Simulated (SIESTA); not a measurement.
## CuO (Tenorite) in SIESTA: the effect of functional

Crystal: CuO (Tenorite).

```
Cu O
1.0
     2.34185   -1.71130    0.00000
     2.34185    1.71130    0.00000
    -0.85003    0.00000    5.05787
Cu O
2 2
Cartesian
  0.7459 -0.8557 2.5289
  1.1709 0.8557 0.0000
  1.7043 0.2793 3.7934
  2.1293 -0.2793 1.2645
```

Alike in all runs:

```yaml
Program: SIESTA 5.4.2
Task: band structure
Basis: DZP (energy shift 0.003 Ry; two zetas on semicore shells)
Grid_cutoff: 800 Ry
Energy_shift: 0.003 Ry
k_mesh: 10 × 10 × 5
Occupations: fermi-dirac, width 0.05 eV
Spin: no spin polarisation
```

```csv
functional,potentials or basis,pressure (GPa),largest force (eV/Å)
AM05,PseudoDojo 0.4 standard (PBEsol files),-1.3,0.22
BLYP,PseudoDojo 0.4 standard (PBE files),?,?
vdW-DF-cx,PseudoDojo 0.4 standard (PBE files),0.9,0.14
```

Problem. What does the run with functional BLYP give?

Solution. Pressure 13.6 GPa; largest force 0.08 eV/Å.

Caveats: short orbitals over semicore shells can move pressures by several GPa; the potentials were made for another functional, which shifts forces and pressure; the basis of atomic orbitals isn't converged, which shifts pressures, moduli and gaps; the run has no spin polarisation, though such a crystal can be magnetic.

Runs at the PBE level aren't shown here.
